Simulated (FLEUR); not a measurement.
Al: equation of state with PW91

**Measured values to compare with.**

From “The interpretation of polycrystalline coherent inelastic neutron scattering from aluminium”, 2013, pmc:3831299, for a bulk crystal of Al: bulk modulus 76.9 GPa.

The system is Al.

```
Al
1.0
     0.00000    2.02481    2.02481
     2.02481    0.00000    2.02481
     2.02481    2.02481    0.00000
Al
1
Direct
  0.00000 0.00000 0.00000
```

```yaml
Program: FLEUR MaX-R8.1 (patched build s14)
Task: equation of state
Functional: PW91
Potentials_or_basis: all-electron
Basis: FLAPW
Kmax: 3.8 1/bohr
k_mesh: 11 × 11 × 11
Occupations: gaussian, width 0.1 eV
Spin: no spin polarisation
```

- Equilibrium volume: 16.60 Å³/atom
- Bulk modulus: 76 GPa
- Pressure derivative of the bulk modulus: 4.4 (rough: it moves with the points fitted)

Energy against volume, from the lowest point:
```
volume (Å³/atom)  energy (meV/atom)
          15.607              15.61
          15.939               6.64
          16.603               0.00
          17.267               5.89
          17.599              12.78
```

Measured bulk modulus of Al: 76.9 GPa (quoted in “The interpretation of polycrystalline coherent inelastic neutron scattering from aluminium”, 2013, pmc:3831299). This calculation gives 76 GPa (-1.8 %). The fit is for a static lattice scaled at fixed shape and fixed fractional positions. The cell as given is a measured one (16.60 Å³/atom); PW91 puts the equilibrium volume +0.0 % from it, thermal expansion not counted.
